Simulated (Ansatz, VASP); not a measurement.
Given: the input of a run of Ansatz 0.2.0 on GaN.

Contents of input.yaml:

```yaml
crystal:
  lattice:
    - [3.1150838257, 0.0, 0.0]
    - [-1.5575419129, 2.697741728, 0.0]
    - [0.0, 0.0, 5.0605418376]
  atoms:
    - { symbol: Ga, position: [0.6666666667, 0.3333333333, 0.5] }
    - { symbol: Ga, position: [0.3333333333, 0.6666666667, 0.0] }
    - { symbol: "N", position: [0.6666666667, 0.3333333333, 0.875] }
    - { symbol: "N", position: [0.3333333333, 0.6666666667, 0.375] }
hamiltonian:
  xc: revpbe
  pseudopotentials: { kind: paw }
  dispersion: d3bj
kpoints:
  mp_grid: { grid: [10, 10, 5] }
scf:
  occupations: { method: fermi_dirac, width: 0.05 }
output:
  forces: true
  stress: true
  eigenvalues: true
```

Potentials or basis: Ansatz PAW.

Command:

```sh
$ ansatz run input.yaml --threads 2 --pin off --max-ram 5120MiB --backend cpu --events-out ev --progress --plain --runs-dir out
```

Problem. Set up the same calculation for VASP 6.6.1. Potentials there: VASP PAW PBE potentials, release 64 (Ga_d, N).

Solution. As run (the cutoff follows the program's own potentials):

Contents of INCAR:

```
SYSTEM = GaN
PREC = Accurate ; ENCUT = 520
EDIFF = 1E-7 ; ISMEAR = -1
SIGMA = 0.05 ; LREAL = .False.
LASPH = .True. ; NELM = 60
ALGO = Normal ; ISIF = 2
LWAVE = .False. ; LCHARG = .False.
GGA = RE ; IVDW = 12
NBANDS = 26
```

Contents of KPOINTS:

```
regular mesh
0
Gamma
  10 10 5
  0 0 0
```

Contents of POSCAR:

```
GaN
1.0
    3.1150838257      0.0000000000      0.0000000000
   -1.5575419129      2.6977417280      0.0000000000
    0.0000000000      0.0000000000      5.0605418376
Ga N
2 2
Direct
    0.6666666667      0.3333333333      0.5000000000
    0.3333333333      0.6666666667      0.0000000000
    0.6666666667      0.3333333333      0.8750000000
    0.3333333333      0.6666666667      0.3750000000
```

Potentials or basis: VASP PAW PBE potentials, release 64 (Ga_d, N).

The run is started by

```console
$ cat potpaw_PBE.64/Ga_d/POTCAR potpaw_PBE.64/N/POTCAR > POTCAR
$ mpirun -np 1 vasp_std > vasp.out
```

Both were run:

|  | VASP | Ansatz | Ansatz less VASP |
| --- | --- | --- | --- |
| gap on the k mesh at the Fermi level (eV) | 2.43 | 2.40 | -0.029 |
| least direct gap on the mesh (eV) | 2.43 | 2.40 | -0.029 |
| pressure (GPa) | 16.0 | 16.5 | +0.44 |
| largest component of the traceless stress (GPa) | 1.94 | 1.93 | -0.016 |
| rms of the force components (eV/Å) | 0.087 | 0.090 | +0.0025 |
| dispersion energy (meV/atom) | -530.2 | -530.3 | -0.06 |

Atom by atom the forces differ by 0.002 eV/Å (rms over components).

Caveats: so large a pressure means that the cell lies far from this level's equilibrium, or that cutoff or potentials fall short (VASP); the potentials were made for another functional, which shifts forces and pressure (VASP); odd divisions of the mesh miss points on the zone boundary, where band edges often lie, so the gap on the mesh can be too wide (Ansatz); the pressure holds a Pulay correction of +0.5 GPa for the finite cutoff (Ansatz); the PAW data sets come from PBE, with cores solved anew for the run's functional, which leaves a small shift of forces and pressure (Ansatz).
